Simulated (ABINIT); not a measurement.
# A GW chain in ABINIT: GaP (F-43m), part 3 of 3

Aim: the G0W0 gap of GaP (F-43m) on PBE, step by step.

ABINIT 10.8.3; PBE and many-body steps on it, plane waves. Known limits of the many-body steps: not at the basis limit; exchange with frozen shells missing; no spin-orbit coupling; coarse k mesh.

So far. Step 3 (Bands along the symmetry lines): The gap is 1.593 eV, −0.060 eV from the run before at this level. Step 4 (Empty states on the mesh, 4×4×4 mesh, 50 bands): On this mesh the gap is 1.653 eV.

**5. Screening, 4×4×4 mesh, 46 bands, screening to 106.1 eV**

The RPA dielectric matrix is built and inverted for each q.

This step: RPA screening on PBE, plane waves, norm-conserving pseudopotentials.

run.abi reads:

```
acell 3*1.0 Angstrom
rprim 
  0.000000000000 2.725250000000 2.725250000000
  2.725250000000 0.000000000000 2.725250000000
  2.725250000000 2.725250000000 0.000000000000
ntypat 2
znucl 31 15
natom 2
typat 1 2
xred 
  0.000000000000 0.000000000000 0.000000000000
  0.250000000000 0.250000000000 0.250000000000
pp_dirpath "pseudos"
pseudos "Ga.upf, P.upf"
ecut 36
ngkpt 4 4 4
nshiftk 1
shiftk 0 0 0
kptopt 1
chksymbreak 0
istwfk *1
occopt 1
irdwfk 1
optdriver 3
nband 46
ecuteps 3.9
inclvkb 2
awtr 1
symchi 1
indata_prefix "in"
outdata_prefix "out"
tmpdata_prefix "tmp"
```

The run is started by

```bash
> OMP_NUM_THREADS=1 mpirun -n 4 abinit run.abi > log
```

Numbers of over 12 decimals in the logs are rounded to 6 here.

The log of the run:

```text
.Version 10.8.3 of ABINIT. v10.8.2 released Aug 2026.

 Symmetries : space group F-4 3 m (#216); Bravais cF (face-center cubic)
[... echo of the input left out ...]
== DATASET  1 ==================================================================
-   mpi_nproc: 4, omp_nthreads: 1 (-1 if OMP is not activated)

--- !DatasetInfo
iteration_state: {dtset: 1, }
dimensions: {natom: 2, nkpt: 8, mband: 46, nsppol: 1, nspinor: 1, nspden: 1, mpw: 2832, }
cutoff_energies: {ecut:  36.0, pawecutdg:  -1.0, }
electrons: {nelect:   1.80000000E+01, charge:   0.00000000E+00, occopt:   1.00000000E+00, tsmear:   1.00000000E-02, }

 SCREENING: Calculation of the susceptibility and dielectric matrices

 Based on a program developped by R.W. Godby, V. Olevano, G. Onida, and L. Reining.
 Incorporated in ABINIT by V. Olevano, G.-M. Rignanese, and M. Torrent.
.Using double precision arithmetic ; gwpc =  8

[... cell and pseudopotentials left out ...]
--------------------------------------------------------------------------------

 ==== K-mesh for the wavefunctions ====
 Number of points in the irreducible wedge :     8
[... list of points left out ...]
 Together with 24 symmetry operations and time-reversal symmetry
 yields    64 points in the full Brillouin Zone.

 ==== Q-mesh for the screening function ====
 Number of points in the irreducible wedge :     8
[... list of points left out ...]
 Together with 24 symmetry operations and time-reversal symmetry
 yields    64 points in the full Brillouin Zone.

 setmesh: FFT mesh size selected  =    25x   25x   25
          total number of points  =        15625

 vcoul_init : cutoff-mode = AUXILIARY_FUNCTION
 q-points for optical limit:   1
     1)      0.000010    0.000020    0.000030

- screening: taking advantage of time-reversal symmetry
- Maximum band index for partially occupied states nbvw = 9
- Remaining bands to be divided among processors   nbcw = 37
- Number of bands treated by each node ~9

 Number of electrons calculated from density =   18.0000; Expected =   18.0000
 average of density, n =  0.065891
 r_s =    1.5359
 omega_plasma =   24.7610 [eV]

 calculating chi0 at frequencies [eV] :
  1    0.000000E+00    0.000000E+00
  2    0.000000E+00    2.476105E+01

--------------------------------------------------------------------------------
  q-point number  1        q = ( 0.000000, 0.000000, 0.000000) [r.l.u.]
--------------------------------------------------------------------------------
[... chi0 elements left out ...]
 For q-point:  0.000010 0.000020 0.000030
  dielectric constant =  18.0154
  dielectric constant without local fields =  19.5900

  Average fulfillment of the sum rule on Im[epsilon] for q-point    1 :     42.67  [%]
[... wings left out ...]
  q-point number  2        q = ( 0.250000, 0.000000, 0.000000) [r.l.u.]
--------------------------------------------------------------------------------
[... chi0 elements left out ...]
  Average fulfillment of the sum rule on Im[epsilon] for q-point    2 :     54.73  [%]

 [... 6 further q-points ...]
```

Run time: 5.2 s. Hardware: 4 MPI ranks of Arm Neoverse V2, shared host; peak memory 0.46 GiB; 20 s of CPU time.

This step gave:

```
ε∞ with local fields, on this mesh, along the program's q direction : 18.02
the same without local fields                                       : 19.59
plasma frequency                                                    : 24.76 eV
plane waves in the screening matrix                                 : 113
```

Local fields lower ε∞ by 8 %. On a Γ-centred mesh this coarse the value itself is usually too large, while a short band sum pulls it down.

**6. Self-energy, 4×4×4 mesh, 46 bands, screening to 106.1 eV**

The self-energy is evaluated for the states that the input lists, and the levels follow from it, in one-shot runs by the linearised quasiparticle equation.

This step: G0W0 on PBE, plane waves, norm-conserving pseudopotentials.

run.abi, as its differences from that of step 5:

```diff
@@ -23,8 +23,17 @@
 irdwfk 1
-optdriver 3
+optdriver 4
 nband 46
+gwcalctyp 0
+ecutsigx 36
+symsigma 1
+nkptgw 2
+kptgw 
+  0.0000000000 0.0000000000 0.0000000000
+  0.5000000000 0.5000000000 0.0000000000
+bdgw 
+  7 13
+  8 11
 ecuteps 3.9
-inclvkb 2
-awtr 1
-symchi 1
+irdscr 1
+ppmodel 1
 indata_prefix "in"
```

The log of the run:

```text
.Version 10.8.3 of ABINIT. v10.8.2 released Aug 2026.

 Symmetries : space group F-4 3 m (#216); Bravais cF (face-center cubic)
[... echo of the input left out ...]
== DATASET  1 ==================================================================
-   mpi_nproc: 4, omp_nthreads: 1 (-1 if OMP is not activated)

--- !DatasetInfo
iteration_state: {dtset: 1, }
dimensions: {natom: 2, nkpt: 8, mband: 46, nsppol: 1, nspinor: 1, nspden: 1, mpw: 2832, }
cutoff_energies: {ecut:  36.0, pawecutdg:  -1.0, }
electrons: {nelect:   1.80000000E+01, charge:   0.00000000E+00, occopt:   1.00000000E+00, tsmear:   1.00000000E-02, }

 SIGMA: Calculation of the GW corrections

 Based on a program developped by R.W. Godby, V. Olevano, G. Onida, and L. Reining.
 Incorporated in ABINIT by V. Olevano, G.-M. Rignanese, and M. Torrent.
.Using double precision arithmetic ; gwpc =  8

[... cell and pseudopotentials left out ...]
--------------------------------------------------------------------------------

 ==== K-mesh for the wavefunctions ====
 Number of points in the irreducible wedge :     8
[... list of points left out ...]
 Together with 24 symmetry operations and time-reversal symmetry
 yields    64 points in the full Brillouin Zone.

 ==== Q-mesh for screening function ====
 Number of points in the irreducible wedge :     8
[... list of points left out ...]
 Together with 24 symmetry operations and time-reversal symmetry
 yields    64 points in the full Brillouin Zone.

 vcoul_init : cutoff-mode = AUXILIARY_FUNCTION
 q-points for optical limit:   1
     1)      0.000010    0.000020    0.000030
 setmesh: FFT mesh size selected  =    40x   40x   40
          total number of points  =        64000

 Number of electrons calculated from density =   18.0000; Expected =   18.0000
 average of density, n =  0.065891
 r_s =    1.5359
 omega_plasma =   24.7610 [eV]

 === KS Band Gaps ===
  >>>> For spin  1
   Minimum direct gap =   1.8169 [eV], located at k-point      :   0.0000  0.0000  0.0000
   Fundamental gap    =   1.6526 [eV], Top of valence bands at :   0.0000  0.0000  0.0000
                                       Bottom of conduction at :   0.5000  0.5000  0.0000
 SIGMA fundamental parameters:
 PLASMON POLE MODEL  1
 number of plane-waves for SigmaX                 2741
 number of plane-waves for SigmaC and W            113
 number of plane-waves for wavefunctions          2741
 number of bands                                    46
 number of independent spin polarizations            1
 number of spinorial components                      1
 number of k-points in IBZ                           8
 number of q-points in IBZ                           8
 number of symmetry operations                      24
 number of k-points in BZ                           64
 number of q-points in BZ                           64
 number of frequencies for dSigma/dE                 9
 frequency step for dSigma/dE [eV]                0.25
 number of omega for Sigma on real axis              0
 max omega for Sigma on real axis  [eV]           0.00
 zcut for avoiding poles [eV]                     0.10

 EPSILON^-1 parameters (SCR file):
 dimension of the eps^-1 matrix on file            113
 dimension of the eps^-1 matrix used               113
 number of plane-waves for wavefunctions          2741
 number of bands                                    46
 number of q-points in IBZ                           8
 number of frequencies                               2
 number of real frequencies                          1
 number of imag frequencies                          1

 matrix elements of self-energy operator (all in [eV])

 Perturbative Calculation

--- !SelfEnergy_ee
iteration_state: {dtset: 1, }
kpoint     : [   0.000,    0.000,    0.000, ]
spin       : 1
KS_gap     :    1.817
QP_gap     :    2.366
Delta_QP_KS:    0.549
data: !SigmaeeData |
     Band     E0 <VxcDFT>   SigX SigC(E0)      Z dSigC/dE  Sig(E)    E-E0       E
        7   4.357 -12.838 -14.651   1.597   0.783  -0.278 -13.007  -0.169   4.188
        8   4.357 -12.838 -14.651   1.597   0.783  -0.278 -13.007  -0.169   4.188
        9   4.357 -12.838 -14.651   1.597   0.783  -0.278 -13.007  -0.169   4.188
       10   6.174 -12.306  -7.906  -3.918   0.788  -0.269 -11.925   0.380   6.554
       11   8.244 -10.862  -6.778  -3.807   0.794  -0.260 -10.643   0.220   8.464
       12   8.244 -10.862  -6.778  -3.807   0.794  -0.260 -10.643   0.220   8.464
       13   8.244 -10.862  -6.778  -3.807   0.794  -0.260 -10.643   0.220   8.464

--- !SelfEnergy_ee
iteration_state: {dtset: 1, }
kpoint     : [   0.500,    0.500,    0.000, ]
spin       : 1
KS_gap     :    4.335
QP_gap     :    5.093
Delta_QP_KS:    0.757
data: !SigmaeeData |
     Band     E0 <VxcDFT>   SigX SigC(E0)      Z dSigC/dE  Sig(E)    E-E0       E
        8   1.674 -11.507 -14.675   2.436   0.772  -0.296 -12.072  -0.565   1.110
        9   1.674 -11.507 -14.675   2.436   0.772  -0.296 -12.072  -0.565   1.110
       10   6.010  -9.355  -5.501  -3.615   0.807  -0.239  -9.162   0.193   6.202
       11   6.179 -10.511  -6.390  -3.667   0.800  -0.250 -10.148   0.363   6.542

== END DATASET(S) ==============================================================
================================================================================

 -outvars: echo values of variables after computation  --------
           etotal      0.0000000000E+00
            nband          46
             nkpt           8
          spgroup         216
 [... the other variables as echoed above ...]

 Calculation completed.
```

It took 3.1 s on 4 MPI ranks; peak memory 0.37 GiB; 12 s of CPU time.

Numbers from this step:

```yaml
g0w0_gap_on_the_points_computed: 2.014 eV
starting_gap_on_the_mesh: 1.653 eV
k_of_the_valence_top: 0, 0, 0
k_of_the_conduction_bottom: 0.5, 0.5, 0
z_at_the_valence_top: 0.783
z_at_the_conduction_bottom: 0.807
least_direct_g0w0_gap_on_the_computed_points: 2.366 eV
```

The gap on the mesh goes from 1.65 eV to 2.01 eV, a correction of +0.36 eV.

Limits: finite bands, cutoff and mesh; exchange with frozen shells missing; no spin-orbit coupling; coarse k mesh. v1 is the top filled band, c1 the lowest empty one. Levels before and after the correction, in eV, zero at the valence-band top of each column:

```
           conduction bottom  valence top
Kohn-Sham               1.65         0.00
     G0W0               2.01         0.00
```

|  | level | energy (eV) |
| --- | --- | --- |
| Kohn-Sham | Γ v3-v1 | 0.000 |
| Kohn-Sham | Γ c1 | 1.817 |
| Kohn-Sham | Γ c2-c4 | 3.887 |
| Kohn-Sham | (0.5 0.5 0) v2-v1 | -2.683 |
| Kohn-Sham | (0.5 0.5 0) c1 | 1.653 |
| Kohn-Sham | (0.5 0.5 0) c2 | 1.822 |
| G0W0 | Γ v3-v1 | 0.000 |
| G0W0 | Γ c1 | 2.366 |
| G0W0 | Γ c2-c4 | 4.276 |
| G0W0 | (0.5 0.5 0) v2-v1 | -3.078 |
| G0W0 | (0.5 0.5 0) c1 | 2.014 |
| G0W0 | (0.5 0.5 0) c2 | 2.354 |

**7. Where the time went**

Times are wall times on 4 MPI ranks of Arm Neoverse V2, shared host, good to a factor of about two.

```
                          step   time  share  memory (GiB)
                  ground state  6.9 s   21 %          0.29
bands along the symmetry lines   10 s   31 %          0.28
      empty states on the mesh  7.4 s   23 %          0.26
                     screening  5.2 s   16 %          0.46
                   self-energy  3.1 s    9 %          0.37
```

**8. Summary of results**

```yaml
pbe_gap: 1.59 eV, indirect
g0w0_gap_on_the_mesh: 2.01 eV
g0w0_gap_over_the_zone_rigid_shift: 1.95 eV
gw_settings: 4×4×4 mesh, 46 bands, screening to 106.1 eV, Godby-Needs plasmon pole
known_limits: not at the basis limit; exchange with frozen shells missing; no spin-orbit coupling; coarse k mesh
```

**Reading.** G0W0 moves the gap on the mesh from 1.65 eV to 2.01 eV (+0.36 eV), with Z of 0.78 and 0.81 at the edges. The mesh misses the band edges by 0.06 eV in all; a rigid shift gives 1.95 eV for the zone. Local fields lower the RPA ε∞ on this mesh from 19.59 to 18.02; a Γ-centred mesh this coarse tends to raise both, most where the direct gap is narrow, while a short band sum lowers them. Only 2 of the mesh's irreducible points were corrected, so a valley elsewhere could overtake. Against experiment, by G0W0@PBE: the gap of 1.95 eV lies −0.30 eV from the measured 2.25 ± 0.04 eV (indirect, 300 K, on Si, 2020). The calculation has static nuclei and no excitons; a measured gap holds zero-point and thermal motion, which mostly lowers it. Bands and cutoff are finite, so the gap is not at the basis limit. The miss can reach some tenths of an eV and take either sign; the mesh is an error of its own. In the G0W0 run levels were corrected at 2 k points alone, so a gap called «on the mesh» is the least over those, and an edge elsewhere would be missed. A denser mesh or path gives a starting gap of 1.59 eV: the GW mesh misses a band edge, so its gaps are not the fundamental one. The 4×4×4 mesh is coarse for this cell, which bears on the long-range parts of exchange and screening. The norm-conserving file of at least one element keeps a d shell over frozen s and p shells of the same row. Exchange with those shells is missing from the self-energy, an error of 0.3 to 0.9 eV in cases checked, whose sign depends on which edge lies on those atoms. The many-body steps are scalar-relativistic: spin-orbit coupling is not in them.

[Paths, hosts, dates, memory and timing lines, banners, echoed tables and standing remarks are left out of the program output.]

[Logs are printed without paths, hosts, clocks, repeated set-up lines and the standing remarks that a program may print on its own settings, such as how far it seeks lower states.]

[Runs of the session that timed out or met a known fault of the program may be left out.]

[Hosts, paths, dates, database ids (printed as entryN), source tags and the programs' standing remarks are cut or masked in the printed files.]

[G0W0 gaps are taken among the corrected bands and points alone; a level outside them can change the order at an edge.]

[Where Ansatz stands beside ABINIT at settings called matched, ABINIT's density can come from a denser mesh and the files from another edition; pairs whose starting gaps differed by over 0.03 eV were left out, so agreement reads better than it is.]
